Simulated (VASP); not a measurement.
Set up this calculation in VASP 6.6.1, as the native input.

```yaml
Task: single point
Functional: PBE
Potentials_or_basis: VASP PAW PBE potentials, release 64 (Ir)
Cutoff: 520 eV
k_mesh: 1 × 2 × 1, shifted
Occupations: gaussian, width 0.1 eV
Spin: no spin polarisation
Dipole_correction: no
Further_INCAR_settings: ALGO = Fast; EDIFF = 1e-06; NBANDS = 16; ISYM = 0
```

The structure of Ir lies in POSCAR:

```
Ir
1.0
   12.2384552500      0.0000000000      0.0000000000
    0.0000000000      2.2334312600      0.0000000000
    0.0000000000      0.0000000000      7.1930008000
Ir
2
Direct
    0.2500000000      0.0000000000      0.1639884000
    0.7500000000      0.0000000000      0.8360116000
```

This isn't the form of Ir at room conditions, which is fcc.

One way to write it, as run:

INCAR

```
SYSTEM = Ir
PREC = Accurate
ENCUT = 520
EDIFF = 1E-6
ISMEAR = 0
SIGMA = 0.1
LREAL = .False.
LASPH = .True.
NELM = 100
ALGO = Fast
ISIF = 2
LWAVE = .False.
LCHARG = .False.
GGA = PE
NBANDS = 16
ISYM = 0
```

KPOINTS

```
Automatic mesh
0
Gamma
  1 2 1
  0.77 0.32 0.14
```

Potentials or basis: VASP PAW PBE potentials, release 64 (Ir).

Command:

```bash
$ cat potpaw_PBE.64/Ir/POTCAR > POTCAR
$ mpirun -np 1 vasp_std > vasp.out
```

It gave:

The pressure is 4.3 GPa and the band gap on the k mesh is none (metal or under the smearing width).

Caveat: the k mesh is coarse (spacing up to 1.41 Å⁻¹), so the values aren't converged.

Run time: 32 s on 1 thread of Intel(R) Xeon(R) Platinum 8488C (Sapphire Rapids), on a shared host, peak memory 0.29 GiB.
